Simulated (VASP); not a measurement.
Wanted: the native input for a VASP 6.6.1 run.

```
Task                   : relaxation of the atoms
Functional             : LDA
Potentials or basis    : VASP PAW LDA potentials, release 64 (Be, Se)
Cutoff                 : 600 eV
k mesh                 : 10 × 10 × 10
Occupations            : gaussian, width 0.03 eV
Spin                   : no spin polarisation
Further INCAR settings : ALGO = Fast; EDIFF = 1e-07; IBRION = 2; EDIFFG = -0.01; NSW = 40
```

The structure of BeSe lies in POSCAR:

```
BeSe                                    
1.0
    0.0000000000      2.5093358793      2.5093358793
    2.5093358793      0.0000000000      2.5093358793
    2.5093358793      2.5093358793      0.0000000000
  Be              Se            
     1     1
Direct
     0.0000000000000000    0.0000000000000000    0.0000000000000000
     0.2500000000000000    0.2500000000000000    0.2500000000000000
```

The cell isn't the ideal one: a relaxed cell with its volume scaled by 0.96.

One way to write it, as run:

INCAR

```
PREC = Accurate ; ENCUT = 600
EDIFF = 1E-7 ; ISMEAR = 0
SIGMA = 0.03 ; LREAL = False
LASPH = True ; NELM = 80
ALGO = Fast ; ISIF = 2
LWAVE = False ; LCHARG = False
GGA = CA ; IBRION = 2
NSW = 40 ; EDIFFG = -0.01
```

KPOINTS

```
regular mesh
0
Gamma
  10 10 10
```

Potentials or basis: VASP PAW LDA potentials, release 64 (Be, Se).

Run with:

```console
$ cat potpaw_LDA.64/Be/POTCAR potpaw_LDA.64/Se/POTCAR > POTCAR
$ mpirun -np 1 vasp_std > vasp.out
```

Results of the run:

```yaml
Pressure_after_relaxing: 3.7 GPa
Band_gap_on_the_k_mesh: 2.31 eV, indirect (least direct gap 4.75 eV)
```

Caveat: the relaxation stopped at its first step, so nothing moved.

Run time: 7.6 s on 1 thread of Intel(R) Xeon(R) 6975P-C (Granite Rapids) (shared host), peak memory 0.14 GiB.
